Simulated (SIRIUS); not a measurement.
ZnS (Wurtzite-2H) under changes of volume

One of the cells (19.603 Å³/atom); the others are scaled copies at fixed shape and fractional positions:

```xyz
4
Lattice="3.8110 0.0000 0.0000 -1.9055 3.3004 0.0000 0.0000 0.0000 6.2340" Properties=species:S:1:pos:R:3 pbc="T T T"
Zn    1.9055    1.1001    3.1170
Zn    0.0000    2.2003    0.0000
S     1.9055    1.1001    5.5171
S     0.0000    2.2003    2.4001
```

| Item | Value |
| --- | --- |
| Program | SIRIUS 7.12.0 |
| Functional | PBEsol |
| Potentials or basis | PseudoDojo 0.4.1 PBEsol standard (scalar relativistic) |
| Cutoff | 1152 eV |
| Density cutoff | 4606 eV |
| k mesh | 8 × 8 × 5 |
| Occupations | fermi-dirac, width 0.05 eV |
| Spin | no spin polarisation |

| volume (Å³/atom) | energy over the lowest point (meV/atom) | pressure (GPa) | gap on the mesh (eV) | largest force (eV/Å) |
| --- | --- | --- | --- | --- |
| 18.427 | 9.43 | 3.8 | 2.40 | 0.386 |
| 18.819 | 2.50 | 1.9 | 2.30 | 0.357 |
| 19.211 | 0.00 | 0.2 | 2.21 | 0.331 |
| 19.603 | ? | ? | ? | ? |
| 19.995 | 6.44 | -2.7 | 2.02 | 0.283 |
| 20.387 | 14.60 | -3.9 | 1.93 | 0.261 |
| 20.779 | 25.59 | -5.0 | 1.85 | 0.241 |

What does the run at 19.603 Å³/atom give?

Energy over the lowest point 1.45 meV/atom; pressure -1.3 GPa; gap on the mesh 2.11 eV; largest force 0.306 eV/Å.

Worked out: A Birch-Murnaghan fit of order 3 (a polynomial in V^(-2/3)) to the other rows has its minimum at 19.26 Å³/atom with B0 = V·E''(V) = 78 GPa and B' = 4.5 at fixed shape and positions, which overstates the stiffness. It gives 1.45 meV/atom at 19.603 Å³/atom, against the run's 1.45, and -dE/dV = -1.3 GPa, against -1.3. A straight line through the other rows of the gap, of slope -4.6 eV per unit of ln V, gives 2.11 eV, against the run's 2.11.

Energies are extrapolated to zero smearing.

Caveats: an odd mesh through Γ misses points on the zone boundary, where band edges often lie.
